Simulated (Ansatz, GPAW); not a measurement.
CuI: 3 runs at one level of theory

```
I Cu
1.0
     0.00000    3.03150    3.03150
     3.03150    0.00000    3.03150
     3.03150    3.03150    0.00000
I Cu
1 1
Direct
  0.00000 0.00000 0.00000
  0.75000 0.75000 0.75000
```

Alike in all runs: task single point; functional PBE; k mesh 8 × 8 × 8; occupations gaussian, width 0.024 eV; no spin polarisation; no spin-orbit coupling. Pressure is positive in compression and, in plane waves, holds the error of the finite cutoff, which Ansatz's Pulay term estimates and takes out.

```json
{"program and potentials": "Ansatz, Ansatz PAW", "plane-wave cutoff (eV)": "420", "notes": "18 valence electrons an atom on average; Pulay term of +0.04 GPa included", "band gap (eV)": "1.12", "pressure (GPa)": "0.31"}
{"program and potentials": "Ansatz, all-electron LAPW, scalar-relativistic", "plane-wave cutoff (eV)": "-", "notes": "-", "band gap (eV)": "1.12", "pressure (GPa)": "0.33"}
{"program and potentials": "GPAW, GPAW PAW data sets (gpaw-data 1.2.1)", "plane-wave cutoff (eV)": "600", "notes": "9 valence electrons an atom on average", "band gap (eV)": "1.14", "pressure (GPa)": "0.89"}
```

The band gap spans 1.12 (Ansatz, all-electron LAPW, scalar-relativistic) to 1.14 eV (GPAW, GPAW PAW data sets (gpaw-data 1.2.1)), with all-electron results at 1.12. The pressure spans 0.31 (Ansatz, Ansatz PAW) to 0.89 GPa (GPAW, GPAW PAW data sets (gpaw-data 1.2.1)), with all-electron results at 0.33. Spin-orbit coupling, left out here, moves the band edges of heavy atoms.

Differences between rows come from potentials, basis sets and numerical settings, since the functional is the same but for its coding. Runs on potential files found faulty are left out.
